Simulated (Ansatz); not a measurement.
## Energy, volume and coordination in LiH

The calculation used DFT PBE, scalar-relativistic, plane waves, PAW in Ansatz 0.2.0. Settings: cutoff 420 eV, Γ-centred meshes spaced at most about 0.3 Å⁻¹, and about 0.25 Å⁻¹ or finer for metals (2π included), Gaussian smearing. No spin polarisation.

All energies are static (0 K, no zero-point motion). Rows are sorted by volume; energies count from the lowest form computed. Coordination counts H atoms around Li (those within 1.25 times the shortest such distance or 1.15 times the sum of covalent radii, 1.27 where that leaves under three). The table shows 7 of 12 forms computed.

| row | form | source | atoms | coordination | V (Å³/atom) | gap on mesh (eV) | ΔE (meV/atom) |
| --- | --- | --- | --- | --- | --- | --- | --- |
| 1 | rock salt type, Fm-3m | COD | 2 | Li 6 | 8.0 | 2.98 | 0 |
| 2 | P-3m1 | invented | 10 | Li 6 | 8.1 | 3.46 | ? |
| 3 | R-3m | invented | 8 | Li 6 | 8.1 | 3.62 | 27 |
| 4 | nickel arsenide type, P6_3/mmc | invented | 4 | Li 6 | 8.2 | 4.35 | 53 |
| 5 | P4_2/mmc | invented | 4 | Li 4 | 10.3 | 0 | 203 |
| 6 | P4/mmm | invented | 2 | Li 4 | 15.8 | 0.32 | 175 |
| 7 | C2/c | invented | 4 | Li 2 | 18.4 | 1.91 | 327 |

The cell of row 2:

```cif
data_structure
_symmetry_space_group_name_H-M 'P-3m1'
_symmetry_Int_Tables_number 164
_cell_length_a 2.8125
_cell_length_b 2.8125
_cell_length_c 11.8418
_cell_angle_alpha 90.000
_cell_angle_beta 90.000
_cell_angle_gamma 120.000
_cell_volume 81.12
loop_
_atom_site_label
_atom_site_type_symbol
_atom_site_symmetry_multiplicity
_atom_site_Wyckoff_symbol
_atom_site_fract_x
_atom_site_fract_y
_atom_site_fract_z
_atom_site_occupancy
Li1 Li 2 c 0.00000 0.00000 0.79298 1
Li2 Li 1 a 0.00000 0.00000 0.00000 1
Li3 Li 2 d 0.33333 0.66667 0.40230 1
H1 H 2 d 0.33333 0.66667 0.69541 1
H2 H 2 d 0.66667 0.33333 0.89658 1
H3 H 1 b 0.00000 0.00000 0.50000 1
```

Task: How far above the lowest form does the open row lie?

Result: 22 meV/atom, which puts it above row 1 and below row 3. Counting H atoms around Li, row 2 and the lowest form (row 1) both have Li 6. Shaken at random and relaxed again, this cell came back. Checks: no imaginary mode on a 3×3×1 q mesh.

The lowest form is a structure that the Crystallography Open Database (COD) lists.

No dispersion correction is applied, so the spacing and binding between layers, chains or molecules are poorly described (P4/mmm, C2/c), and this can change margins and order among such cells. Kohn–Sham gaps at this level usually fall short of measured ones. With hydrogen, zero-point motion can shift such differences by 10 meV/atom or more. Cells without such a test can be saddle points. Some candidate types were left out of the draw beforehand, so a known form may be missing.
